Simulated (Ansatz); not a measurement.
# Mo: the cost of one run

Method: DFT PBE, scalar-relativistic, plane waves, PAW, in Ansatz 0.2.0.

The COD entry's cell or inner coordinates are ideal or old and differ from later refinements, so a difference from it is no clean test against experiment.

## Step 1: Starting point

Symmetry: Im-3m, No. 229, cubic system. Conventional cell: a = 3.160 Å, b = 3.160 Å, c = 3.160 Å, α = 90.00°, β = 90.00°, γ = 90.00°. Mo (site symmetry m-3m) has 8 Mo at 2.74 Å as nearest neighbours.

As a file:

```
CELL_PARAMETERS angstrom
-1.58023 1.58023 1.58023
1.58023 -1.58023 1.58023
1.58023 1.58023 -1.58023
ATOMIC_POSITIONS crystal
Mo 0.00000 0.00000 0.00000
```

This cell was relaxed beforehand with the same method: volume 15.78 Å³/atom, gap on the mesh none (metal).

## Step 2: What is varied

The energy is mapped over two homogeneous strains (x along [1 0 0], y along [0 1 0], z along [0 0 1] of the conventional cell).

The axes are (1) strain +e along x and -e along y: 7 values from −15 to 15 %; (2) strain +e along z and -e/2 along x and y: 7 values from −11.0 %.

Nothing else is relaxed (symmetry fixes all fractional coordinates). Energies count from the relaxed crystal. Points are written as (first, second).

## Step 3: The run at (0 %, −11.0 %)

File input.yaml:

```yaml
crystal:
  lattice:
    - [-1.6671468035, 1.6671468035, 1.4064082039]
    - [1.6671468035, -1.6671468035, 1.4064082039]
    - [1.6671468035, 1.6671468035, -1.4064082039]
  atoms:
    - { symbol: Mo, position: [0.0, 0.0, 0.0] }
basis:
  ecutwfc: 420
kpoints:
  mp_grid: { grid: [20, 20, 20] }
hamiltonian:
  xc: pbe
  pseudopotentials: { kind: paw, azcp: { folder: soft_1 } }
scf:
  occupations: { method: gaussian, width: 0.15 }
output:
  forces: true
  stress: true
  eigenvalues: true
```

Run with:

```console
ansatz run input.yaml --threads 1 --pin off --max-ram 2048MiB --backend cpu --events-out ev --progress --plain --runs-dir out
```

Q: Estimate wall time and peak memory on 1 thread of Arm Neoverse N1, shared host.

About 11 s, with a peak of 0.37 GiB.
